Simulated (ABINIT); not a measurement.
# Nb (Im-3m) in ABINIT: a series of runs

The runs below take Nb through optical spectrum, phonons at a zone-boundary q, with LDA.

Program: ABINIT 10.8.3 (patched build). These are calculated values, not measurements. Logs are shortened: lines on timing, memory, paths and dates and some standing lists are left out, and cuts for length are marked. The log counts tension as positive stress, the text compression.

## 1. The crystal as given

It takes space group Im-3m (No. 229, cubic). Conventional cell: a = 3.328 Å, b = 3.328 Å, c = 3.328 Å, α = 90.00°, β = 90.00°, γ = 90.00°. Nb (site symmetry m-3m) has 8 Nb at 2.88 Å as nearest neighbours.

## 2. Optical spectrum, LDA (cell relaxed at zero pressure by an earlier run)

run.abi reads:

```
# Datasets
ndtset 3

# Pseudopotentials
pp_dirpath "./"
pseudos "Nb.hgh"

# Structure
acell 3*1.0
rprim
    -3.0653702136     3.0653702136     3.0653702136
     3.0653702136    -3.0653702136     3.0653702136
     3.0653702136     3.0653702136    -3.0653702136
ntypat 1
znucl 41
natom 1
typat 1
chkprim 0
chksymtnons 0
tolsym 1.0e-6
xred
            0.0            0.0            0.0

# Plane-wave basis
ecut 18.0
ecutsm 0.5

# k points
ngkpt 14 14 14
nshiftk 2
shiftk
     0.2500000000     0.2500000000     0.2500000000
    -0.2500000000    -0.2500000000    -0.2500000000
istwfk *1

# Exchange and correlation
ixc 7

# Bands and occupations
occopt 6
tsmear 0.00499791

# SCF cycle
nstep 80

# Output
iomode 3
prteig 0
prtebands 0

# Dataset 1: ground state
nband1 7
tolvrs1 1.0e-12
prtden1 1
prtwf1 0
kptopt1 1

# Dataset 2: empty bands at fixed density
iscf2 -3
getden2 1
nband2 12
nbdbuf2 4
tolwfr2 1.0e-12
nstep2 120
prtden2 0
kptopt2 1

# Dataset 3: wave functions and velocity matrix elements in the full zone
optdriver3 8
wfk_task3 "wfk_optics_fullbz"
getwfk3 2
nband3 8
kptopt3 1
prtevk3 1
inclvkb3 2
```

optic.abi reads:

```
&FILES
 ddkfile_1 = 'runo_DS3_1_EVK.nc',
 ddkfile_2 = 'runo_DS3_2_EVK.nc',
 ddkfile_3 = 'runo_DS3_3_EVK.nc',
 wfkfile = 'runo_DS3_WFK.nc'
/
&PARAMETERS
 broadening = 0.001837,
 domega = 0.002,
 maxomega = 0.8,
 scissor = 0.000000,
 tolerance = 0.002
/
&COMPUTATIONS
 num_lin_comp = 1,
 lin_comp = 11,
 num_nonlin_comp = 0
/
```

Potentials or basis: HGH LDA.

Run with:

```sh
abinit run.abi > log 2>&1
optic optic.abi > optic.log 2>&1
```

run.abo:

```text
.Version 10.8.3 of ABINIT
 DATASET    1 : space group Im -3 m (#229); Bravais cI (body-center cubic)
================================================================================
 Values of the parameters that define the memory need for DATASET  1.
     intxc =       0    ionmov =       0      iscf =       7    lmnmax =       6
     lnmax =       6     mgfft =      24  mpssoang =       3    mqgrid =    3001
     natom =       1  nloc_mem =       1    nspden =       1   nspinor =       1
    nsppol =       1      nsym =      48    n1xccc =       0    ntypat =       1
    occopt =       6   xclevel =       1
       mpw =         432          nfft =       13824          nkpt =         168
================================================================================
================================================================================
[... 13 lines left out ...]
 DATASET    3 : space group Im -3 m (#229); Bravais cI (body-center cubic)
================================================================================
 Values of the parameters that define the memory need for DATASET  3.
     intxc =       0    ionmov =       0      iscf =       7    lmnmax =       6
     lnmax =       6     mgfft =      24  mpssoang =       3    mqgrid =    3001
     natom =       1  nloc_mem =       1    nspden =       1   nspinor =       1
    nsppol =       1      nsym =      48    n1xccc =       0    ntypat =       1
    occopt =       6   xclevel =       1
       mpw =         432          nfft =       13824          nkpt =         168
================================================================================
================================================================================

--------------------------------------------------------------------------------
------------- Echo of variables that govern the present computation ------------
--------------------------------------------------------------------------------
 -outvars: echo values of preprocessed input variables --------
            acell      1.0000000000E+00  1.0000000000E+00  1.0000000000E+00 Bohr
              amu      9.29063800E+01
          chkprim           0
      chksymtnons           0
             ecut      1.80000000E+01 Hartree
           ecutsm      5.00000000E-01 Hartree
           getden1          0
           getden2          1
           getden3          0
           getwfk1          0
           getwfk2          0
           getwfk3          2
             iscf1          7
             iscf2         -3
             iscf3          7
              ixc           7
           jdtset        1    2    3
                       outvar_i_n : Printing only first  50 k-points.
         kptrlatt       14    0   14      0   14   14    -14  -14    0
          kptrlen      8.58303660E+01
            natom           1
            nband1          7
            nband2         12
            nband3          8
           nbdbuf1          0
           nbdbuf2          4
           nbdbuf3          0
           ndtset           3
            ngfft          24      24      24
             nkpt         168
            nstep1         80
            nstep2        120
            nstep3         80
             nsym          48
           ntypat           1
                       prtocc : prtvol=0, do not print more k-points.
                       prtocc : prtvol=0, do not print more k-points.
                       prtocc : prtvol=0, do not print more k-points.
           occopt           6
        optdriver1          0
        optdriver2          0
        optdriver3          8
           prtden1          1
           prtden2          0
           prtden3          1
        prtebands           0
           prteig           0
           prtevk1          0
           prtevk2          0
           prtevk3          1
            prtwf1          0
            prtwf2          1
            prtwf3          1
            rprim     -3.0653702136E+00  3.0653702136E+00  3.0653702136E+00
                       3.0653702136E+00 -3.0653702136E+00  3.0653702136E+00
                       3.0653702136E+00  3.0653702136E+00 -3.0653702136E+00
           shiftk      5.00000000E-01  5.00000000E-01 -5.00000000E-01
          spgroup         229
           tolsym      1.00000000E-06
           tolvrs1     1.00000000E-12
           tolvrs2     0.00000000E+00
           tolvrs3     0.00000000E+00
           tolwfr1     0.00000000E+00
           tolwfr2     1.00000000E-12
           tolwfr3     0.00000000E+00
           tsmear      4.99791000E-03 Hartree
            typat      1
         wfk_task1          0
         wfk_task2          0
         wfk_task3          7
                       outvars : Printing only first  50 k-points.
            znucl       41.00000

================================================================================

 chkinp: Checking input parameters for consistency, jdtset=   1.

 chkinp: Checking input parameters for consistency, jdtset=   2.
[... 6 lines left out ...]
--- !DatasetInfo
iteration_state: {dtset: 1, }
dimensions: {natom: 1, nkpt: 168, mband: 7, nsppol: 1, nspinor: 1, nspden: 1, mpw: 432, }
[... 148 lines left out ...]
- sigma(3 3)=  5.30322317E-01  sigma(2 1)=  0.00000000E+00

================================================================================
== DATASET  2 ==================================================================

--- !DatasetInfo
iteration_state: {dtset: 2, }
dimensions: {natom: 1, nkpt: 168, mband: 12, nsppol: 1, nspinor: 1, nspden: 1, mpw: 432, }
cutoff_energies: {ecut:  18.0, pawecutdg:  -1.0, }
electrons: {nelect:   5.00000000E+00, charge:   0.00000000E+00, occopt:   6.00000000E+00, tsmear:   4.99791000E-03, }
meta: {optdriver: 0, ionmov: 0, optcell: 0, iscf: -3, paral_kgb: 0, }
...

 mkfilename : getden/=0, take file _DEN from output of DATASET   1.

 Exchange-correlation functional for the present dataset will be:
  LDA: Perdew-Wang 92 LSD fit to Ceperley-Alder data - ixc=7
  J.P.Perdew and Y.Wang, PRB 45, 13244 (1992)

 Real(R)+Recip(G) space primitive vectors, cartesian coordinates (Bohr,Bohr^-1):
 R(1)= -3.0653702  3.0653702  3.0653702  G(1)=  0.0000000  0.1631124  0.1631124
 R(2)=  3.0653702 -3.0653702  3.0653702  G(2)=  0.1631124  0.0000000  0.1631124
 R(3)=  3.0653702  3.0653702 -3.0653702  G(3)=  0.1631124  0.1631124  0.0000000
 Unit cell volume ucvol=  1.1521494E+02 bohr^3
 Angles (23,13,12)=  1.09471221E+02  1.09471221E+02  1.09471221E+02 degrees

 getcut: wavevector=  0.0000  0.0000  0.0000  ngfft=  24  24  24
         ecut(hartree)=     18.000   => boxcut(ratio)=   2.36683

 getcut : COMMENT -
  Note that boxcut > 2.2 ; recall that boxcut=Gcut(box)/Gcut(sphere) = 2
  is sufficient for exact treatment of convolution.
  Such a large boxcut is a waste : you could raise ecut
  e.g. ecut=   25.208391 Hartrees makes boxcut=2

--------------------------------------------------------------------------------

================================================================================

--- !BeginCycle
iteration_state: {dtset: 2, }
solver: {iscf: -3, nstep: 120, nline: 4, wfoptalg: 0, }
tolerances: {tolwfr: 1.00E-12, }
...

     iter   Etot(hartree)      deltaE(h)  residm     vres2
 Non-SCF case, kpt    1 ( -0.01786 -0.01786  0.05357), residuals and eigenvalues=
  3.53E-14  4.42E-13  6.51E-13  1.13E-13  5.33E-13  7.35E-13  1.82E-13  6.19E-13
  7.71E-13  2.66E-08  4.36E-07  3.92E-09
 -1.4864E-01  8.2940E-02  8.2940E-02  8.7989E-02  2.0493E-01  2.0493E-01
  7.1931E-01  7.2409E-01  7.2409E-01  1.0312E+00  1.0312E+00  1.0463E+00
 prteigrs : prtvol=0 or 1, do not print more k-points.

--- !ResultsGS
iteration_state: {dtset: 2, }
comment   : Summary of ground state results
lattice_vectors:
- [ -3.0653702,   3.0653702,   3.0653702, ]
- [  3.0653702,  -3.0653702,   3.0653702, ]
- [  3.0653702,   3.0653702,  -3.0653702, ]
lattice_lengths: [   5.30938,    5.30938,    5.30938, ]
lattice_angles: [109.471, 109.471, 109.471, ] # degrees, (23, 13, 12)
lattice_volume:   1.1521494E+02
convergence: {deltae:  0.000E+00, res2:  0.000E+00, residm:  9.978E-13, diffor:  0.000E+00, }
etotal    :  -5.20849281E+00
entropy   :   0.00000000E+00
fermie    :   7.39410834E-02
cartesian_stress_tensor: null
pressure_GPa: null
xred      :
- [  0.0000E+00,   0.0000E+00,   0.0000E+00, Nb]
cartesian_forces: null
force_length_stats: {min: null, max: null, mean: null, }
...

 Integrated electronic density in atomic spheres:
 ------------------------------------------------
 Atom  Sphere_radius  Integrated_density
    1        2.00000          2.03170270
================================================================================

 ----iterations are completed or convergence reached----

 Mean square residual over all n,k,spin=   31.121E-14; max=  99.783E-14
 reduced coordinates (array xred) for    1 atoms
       0.000000000000      0.000000000000      0.000000000000

 cartesian coordinates (angstrom) at end:
    1      0.00000000000000     0.00000000000000     0.00000000000000
 length scales=  1.000000000000  1.000000000000  1.000000000000 bohr
              =  0.529177210544  0.529177210544  0.529177210544 angstroms
 Eigenvalues (hartree) for nkpt= 168  k points:
 kpt#   1, nband= 12, wtk=  0.00146, kpt= -0.0179 -0.0179  0.0536 (reduced coord)
  -0.14864    0.08294    0.08294    0.08799    0.20493    0.20493    0.71931    0.72409
   0.72409    1.03118    1.03118    1.04626
      occupation numbers for kpt#   1
   2.00000   -0.02882   -0.02882   -0.00052    0.00000    0.00000    0.00000    0.00000
   0.00000    0.00000    0.00000    0.00000
 prteigrs : prtvol=0 or 1, do not print more k-points.

--- !EnergyTerms
iteration_state     : {dtset: 2, }
comment             : Components of total free energy in Hartree
kinetic             :  5.15888307732229E+00
hartree             :  4.83409272878772E-02
xc                  : -1.56541334432284E+00
Ewald energy        : -7.42005287273847E+00
psp_core            :  1.75764806799940E+00
local_psp           : -2.51639444808961E-01
non_local_psp       : -2.93625675878077E+00
internal            : -5.20849034804147E+00
'-kT*entropy'       : -2.45899215472224E-06
total_energy        : -5.20849280703363E+00
...

--- !EnergyTermsDC
iteration_state     : {dtset: 2, }
comment             : '"Double-counting" decomposition of free energy'
band_energy         :  2.52385052768933E-02
Ewald energy        : -7.42005287273847E+00
psp_core            :  1.75764806799940E+00
xc_dc               :  4.28675945480871E-01
internal            : -5.20849035398131E+00
'-kT*entropy'       : -2.45899215472224E-06
total_energy_dc     : -5.20849281297346E+00
...

================================================================================
== DATASET  3 ==================================================================

--- !DatasetInfo
iteration_state: {dtset: 3, }
dimensions: {natom: 1, nkpt: 168, mband: 8, nsppol: 1, nspinor: 1, nspden: 1, mpw: 432, }
cutoff_energies: {ecut:  18.0, pawecutdg:  -1.0, }
electrons: {nelect:   5.00000000E+00, charge:   0.00000000E+00, occopt:   6.00000000E+00, tsmear:   4.99791000E-03, }
meta: {optdriver: 8, wfk_task: 7, }
...

 mkfilename : getwfk/=0, take file _WFK from output of DATASET   2.

 Exchange-correlation functional for the present dataset will be:
  LDA: Perdew-Wang 92 LSD fit to Ceperley-Alder data - ixc=7
  J.P.Perdew and Y.Wang, PRB 45, 13244 (1992)

--------------------------------------------------------------------------------

 Computation of velocity matrix elements (DDK)

 Parameters extracted from the Abinit header:
    ecut:     18.0
    nkpt:    5488
    mband:   12
    nsppol:  1
    nspinor: 1
    useylm:  0
    inclvkb: 2
    bmin: 1, bmax: 12
    Computing diagonal and off-diagonal matrix elements
    Between band index bmin: 1, bmax: 12

== END DATASET(S) ==============================================================
================================================================================

 -outvars: echo values of variables after computation  --------
            acell      1.0000000000E+00  1.0000000000E+00  1.0000000000E+00 Bohr
           etotal1    -5.2084928130E+00
           etotal2    -5.2084928130E+00
           etotal3     0.0000000000E+00
            fcart1    -0.0000000000E+00 -0.0000000000E+00 -0.0000000000E+00
            fcart3     0.0000000000E+00  0.0000000000E+00  0.0000000000E+00
            rprim     -3.0653702136E+00  3.0653702136E+00  3.0653702136E+00
                       3.0653702136E+00 -3.0653702136E+00  3.0653702136E+00
                       3.0653702136E+00  3.0653702136E+00 -3.0653702136E+00
           strten1     1.8025289189E-05  1.8025289189E-05  1.8025289189E-05
                       0.0000000000E+00  0.0000000000E+00  0.0000000000E+00
           strten3     0.0000000000E+00  0.0000000000E+00  0.0000000000E+00
                       0.0000000000E+00  0.0000000000E+00  0.0000000000E+00
 Calculation completed.
```

It took 45 s on 1 thread of Arm Neoverse V1, shared host; peak memory 0.61 GiB.

Results:

| Quantity | Value |
| --- | --- |
| Free energy | -141.7303 eV |
| Pressure | -0.5 GPa |

Dielectric function (mean over the directions given):
| energy (eV) | real part | imaginary part |
| --- | --- | --- |
| 0.33 | 26.04 | 3.75 |
| 0.76 | 30.16 | 4.16 |
| 1.31 | 25.80 | 5.79 |
| 1.74 | 24.98 | 26.02 |
| 2.29 | 16.73 | 18.69 |
| 2.83 | 5.59 | 18.78 |
| 3.27 | -0.23 | 16.20 |
| 3.81 | 3.94 | 15.86 |
| 4.25 | 6.72 | 12.46 |
| 4.79 | 3.25 | 23.56 |
| 5.33 | -11.76 | 10.96 |
| 5.77 | -7.96 | 7.50 |
| 6.31 | -5.92 | 6.48 |
| 6.75 | -4.72 | 3.41 |
| 7.29 | -4.40 | 2.67 |
| 7.84 | -1.95 | 2.73 |
| 8.27 | -3.86 | 2.89 |
| 8.82 | -2.56 | 0.96 |
| 9.36 | -1.63 | 0.86 |
| 9.80 | -1.36 | 0.44 |
| 10.34 | -0.42 | 0.43 |
| 10.78 | -0.21 | 0.37 |
| 11.32 | 0.96 | 0.65 |
| 11.86 | -0.48 | 1.06 |
| 12.30 | 0.77 | 2.10 |
| 12.84 | 0.07 | 1.14 |
| 13.28 | 0.51 | 1.48 |
| 13.82 | -0.14 | 1.55 |
| 14.37 | 0.45 | 1.12 |
| 14.80 | 0.15 | 1.37 |
| 15.35 | -0.07 | 0.91 |
| 15.89 | 0.58 | 1.44 |
| 16.33 | 0.06 | 1.52 |
| 16.87 | -0.42 | 1.50 |
| 17.31 | -0.17 | 0.78 |
| 17.85 | -0.04 | 1.22 |
| 18.39 | -0.18 | 1.15 |
| 18.83 | -0.27 | 1.01 |
| 19.38 | -0.55 | 0.96 |
| 19.92 | -0.23 | 0.25 |

Caveat: the intraband (Drude) term is left out; spectra need much finer meshes, so this one isn't converged; independent-particle spectra lack excitons; HGH potentials are hard and often keep d shells in the core, so these values are rough.

## 3. Phonons at a zone-boundary q, LDA

run.abi reads:

```
ndtset 2

pp_dirpath "./"
pseudos "Nb.LDA_PW-JTH.xml"

acell 2.8820459413 2.8820459413 2.8820459413 Angstrom
rprim
    -0.5773502692     0.5773502692     0.5773502692
     0.5773502692    -0.5773502692     0.5773502692
     0.5773502692     0.5773502692    -0.5773502692
ntypat 1
znucl 41
natom 1
typat 1
xred
            0.0            0.0            0.0

ecut 16.0
pawecutdg 32.0

ngkpt 12 12 12
nshiftk 1
shiftk 0.0 0.0 0.0

ixc 7

nband 15
occopt 4
tsmear 0.2 eV

nstep 80

prteig 0
prtebands 0
prtwf 0
prtden 0
prtpot 0

kptopt1 1
tolvrs1 1.0e-11
prtwf1 1
tolwfr1 1.0e-14
nbdbuf1 4
nline1 6

rfphon2 1
rfatpol2 1 1
rfdir2 1 1 1
getwfk2 1
kptopt2 3
nqpt2 1
qpt2 1/2 -1/2 1/2
tolvrs2 1.0e-9
```

Potentials or basis: JTH PAW LDA v2.0.

Run with:

```sh
abinit run.abi > log 2>&1
```

run.abo:

```text
.Version 10.8.3 of ABINIT
 DATASET    1 : space group Im -3 m (#229); Bravais cI (body-center cubic)
================================================================================
 Values of the parameters that define the memory need for DATASET  1.
     intxc =       0    ionmov =       0      iscf =      17    lmnmax =      18
     lnmax =       6     mgfft =      20  mpssoang =       3    mqgrid =    3001
     natom =       1  nloc_mem =       2    nspden =       1   nspinor =       1
    nsppol =       1      nsym =      48    n1xccc =       1    ntypat =       1
    occopt =       4   xclevel =       1
       mpw =         394          nfft =        8000          nkpt =          72
 PAW method is used; the additional fine FFT grid is defined by:
   mgfftf=        30    nfftf =     27000
================================================================================
================================================================================

 DATASET    2 : space group Im -3 m (#229); Bravais cI (body-center cubic)
================================================================================
 Values of the parameters that define the memory need for DATASET  2 (RF).
     intxc =       0      iscf =       7    lmnmax =      18     lnmax =       6
     mgfft =      24  mpssoang =       3    mqgrid =    3001     natom =       1
  nloc_mem =       2    nspden =       1   nspinor =       1    nsppol =       1
      nsym =      48    n1xccc =       1    ntypat =       1    occopt =       4
   xclevel =       1
      nfft =       13824          nkpt =        1728
================================================================================
================================================================================

[... 360 lines left out ...]
================================================================================

 ---- first-order wavefunction calculations are completed ----

 ==> Compute Derivative Database <==

  Dynamical matrix, in cartesian coordinates,
   if specified in the inputs, asr has been imposed
     j1       j2             matrix element
  dir pert dir pert     real part    imaginary part

   1    1   1    1         0.1316030417         0.0000001551

   2    1   2    1         0.1316030417         0.0000001551

   3    1   3    1         0.1316030417         0.0000001551

  Phonon wavevector (reduced coordinates) :  0.50000 -0.50000  0.50000
 Phonon energies in Hartree :
   8.815159E-04  8.815159E-04  8.815159E-04
 Phonon frequencies in cm-1    :
   1.934704E+02  1.934704E+02  1.934704E+02

== END DATASET(S) ==============================================================
================================================================================

 -outvars: echo values of variables after computation  --------
            acell      5.4462775113E+00  5.4462775113E+00  5.4462775113E+00 Bohr
           etotal1    -5.7721981645E+01
           etotal2     3.9037195614E+00
            fcart1    -0.0000000000E+00 -0.0000000000E+00 -0.0000000000E+00
            fcart2     0.0000000000E+00  0.0000000000E+00  0.0000000000E+00
            rprim     -5.7735026920E-01  5.7735026920E-01  5.7735026920E-01
                       5.7735026920E-01 -5.7735026920E-01  5.7735026920E-01
                       5.7735026920E-01  5.7735026920E-01 -5.7735026920E-01
           strten1     4.3895222656E-04  4.3895222656E-04  4.3895222656E-04
                       0.0000000000E+00  0.0000000000E+00  0.0000000000E+00
           strten2     0.0000000000E+00  0.0000000000E+00  0.0000000000E+00
                       0.0000000000E+00  0.0000000000E+00  0.0000000000E+00
 Calculation completed.
```

Wall time 4.5 min (1 thread of Arm Neoverse V1, shared host); peak memory 0.86 GiB.

Results:

| Quantity | Value |
| --- | --- |
| Free energy | -1570.6951 eV |
| Pressure | -12.9 GPa |
| Band gap on the k mesh | none (metal or under the smearing width) |
| Highest phonon frequency at the q point run | 193 cm⁻¹ |

Phonon frequencies in cm⁻¹ (negative: imaginary):
```csv
q point,frequencies
"(0.500, -0.500, 0.500)",193 193 193
```
